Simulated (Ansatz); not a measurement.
# Cu2O: straining the crystal, a stretch of c alone

One table from this session's results is given with a row withheld; the runs are named, their logs left out.

The COD entry's cell or inner coordinates are ideal or old and differ from later refinements, so a difference from it is no clean test against experiment.

Method: DFT PBEsol, scalar-relativistic, plane waves, PAW, in Ansatz 0.2.0.

2 further runs of the same task are left out: 2 set aside as unsound or not needed.

## The structure to begin with

The structure is cubic, space group Pn-3m (No. 224). Conventional cell: a = 4.222 Å, b = 4.222 Å, c = 4.222 Å, α = 90.00°, β = 90.00°, γ = 90.00°. Cu (site symmetry -3m) has 2 O at 1.83 Å as nearest neighbours. O (site symmetry -43m) is surrounded by 4 Cu at 1.83 Å.

Structure file:

```cif
data_structure
_symmetry_space_group_name_H-M 'Pn-3m:1'
_symmetry_Int_Tables_number 224
_cell_length_a 4.2224
_cell_length_b 4.2224
_cell_length_c 4.2224
_cell_angle_alpha 90.000
_cell_angle_beta 90.000
_cell_angle_gamma 90.000
_cell_volume 75.28
loop_
_atom_site_label
_atom_site_type_symbol
_atom_site_symmetry_multiplicity
_atom_site_Wyckoff_symbol
_atom_site_fract_x
_atom_site_fract_y
_atom_site_fract_z
_atom_site_occupancy
Cu1 Cu 4 b 0.25000 0.25000 0.25000 1
O1 O 2 a 0.00000 0.00000 0.00000 1
```

This cell was relaxed beforehand with the same method: volume 12.55 Å³/atom, gap on the mesh 0.56 eV.

The unstrained cell was computed beforehand with the same settings: E(σ→0) = -27473.9458 eV for 6 atoms, gap 0.56 eV over the zone.

The first run:

File input.yaml:

```yaml
crystal:
  lattice:
    - [4.2223527947, 0.0, 0.0]
    - [0.0, 4.2223527947, 0.0]
    - [0.0, 0.0, 4.1801292668]
  atoms:
    - { symbol: Cu, position: [0.25, 0.25, 0.25] }
    - { symbol: Cu, position: [0.25, 0.75, 0.75] }
    - { symbol: Cu, position: [0.75, 0.75, 0.25] }
    - { symbol: Cu, position: [0.75, 0.25, 0.75] }
    - { symbol: O, position: [0.0, 0.0, 0.0] }
    - { symbol: O, position: [0.5, 0.5, 0.5] }
basis:
  ecutwfc: 420
kpoints:
  mp_grid: { grid: [8, 8, 8] }
hamiltonian:
  xc: pbesol
scf:
  occupations: { method: gaussian, width: 0.02 }
output:
  forces: true
  stress: true
  eigenvalues: true
```

Launch:

```
$ ansatz run input.yaml --threads 1 --pin off --max-ram 2560MiB --backend cpu --events-out ev --progress --plain --runs-dir out
```

Among the steps run: At -1.0 %; Seeking the band edges at -1.0 %; The cell strained by +1.0 %; Seeking the band edges at +1.0 %; At -2.0 %; Seeking the band edges at -2.0 %; The cell strained by +2.0 %; Band edges over the zone at +2.0 %; The cell strained by -3.0 %; Band edges over the zone at -3.0 %; At +3.0 %; The gap over the whole zone at +3.0 %.

One table of the session follows, with a row left open; its other results are not shown here.

It belongs to the step «Energy, stress and gap against strain». Lengths are those of the vectors of the cell that was run; stresses in GPa:

```
strain (%)  ΔE (meV/atom)  c (Å)
      -3.0            5.2  4.096
      -2.0            2.3  4.138
      -1.0            0.6  4.180
      +0.0            0.0  4.222
      +1.0              ?      ?
      +2.0            2.2  4.307
      +3.0            4.9  4.349
```

Estimate the missing values for strain (%) = +1.0.

Worked estimate for «ΔE (meV/atom)». A straight line through the neighbours (0.0, 0.0) and (2.0, 2.2) gives 0.0 + (2.2 − 0.0) × (1.0 − 0.0) / (2.0 − 0.0) = 1.1; a parabola fitted to 4 rows on both sides gives 0.5.

As computed: ΔE (meV/atom): 0.6; c (Å): 4.265. In «ΔE (meV/atom)» the line misses by +0.5 and the parabola by -0.1.

ΔE is over the unstrained cell. Stress in GPa, positive in compression, on the Cartesian axes of the input.
